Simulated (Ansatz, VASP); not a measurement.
**One calculation of Ba, two programs**

INCAR

```
SYSTEM = Ba
PREC = Accurate
ENCUT = 520
EDIFF = 1E-7
ISMEAR = 0
SIGMA = 0.1
LREAL = .FALSE.
LASPH = .TRUE.
NELM = 60
ALGO = Fast
ISIF = 2
LWAVE = .FALSE.
LCHARG = .FALSE.
NBANDS = 11
```

KPOINTS

```
regular mesh
0
G
  12 12 12
  0 0 0
```

Contents of POSCAR:

```
Ba
1.0
    0.0000000000      3.3782965612      3.3782965612
    3.3782965612      0.0000000000      3.3782965612
    3.3782965612      3.3782965612      0.0000000000
Ba
1
Direct
    0.0000000000      0.0000000000      0.0000000000
```

Input for Ansatz:

```yaml
crystal:
  lattice:
    - [0.0, 3.3782965612, 3.3782965612]
    - [3.3782965612, 0.0, 3.3782965612]
    - [3.3782965612, 3.3782965612, 0.0]
  atoms:
    - { symbol: Ba, position: [0.0, 0.0, 0.0] }
basis:
  ecutwfc: 420
kpoints:
  mp_grid: { grid: [12, 12, 12] }
hamiltonian:
  xc: lda
scf:
  occupations: { method: gaussian, width: 0.1 }
output:
  forces: true
  stress: true
  eigenvalues: true
```

Alike in both runs: task single point; functional LDA; k mesh 12 × 12 × 12; occupations gaussian, width 0.1 eV; no spin polarisation.

|  | VASP | Ansatz |
| --- | --- | --- |
| version | VASP 6.6.1 | Ansatz 0.2.0 |
| potentials or method | VASP PAW LDA potentials, release 64 (Ba_sv) | scalar-relativistic, plane waves, PAW |
| plane-wave cutoff (eV) | 520 | 420 |
| valence electrons in the cell | 10 | 10 |

|  | VASP | Ansatz | Ansatz less VASP |
| --- | --- | --- | --- |
| gap on the k mesh at the Fermi level (eV) | none | none | - |
| pressure (GPa) | -2.1 | -2.1 | 0.00 |

A gap of «none» marks a metal or a gap that the smearing closes.

Spin-orbit coupling is left out, which matters for the levels of Ba.
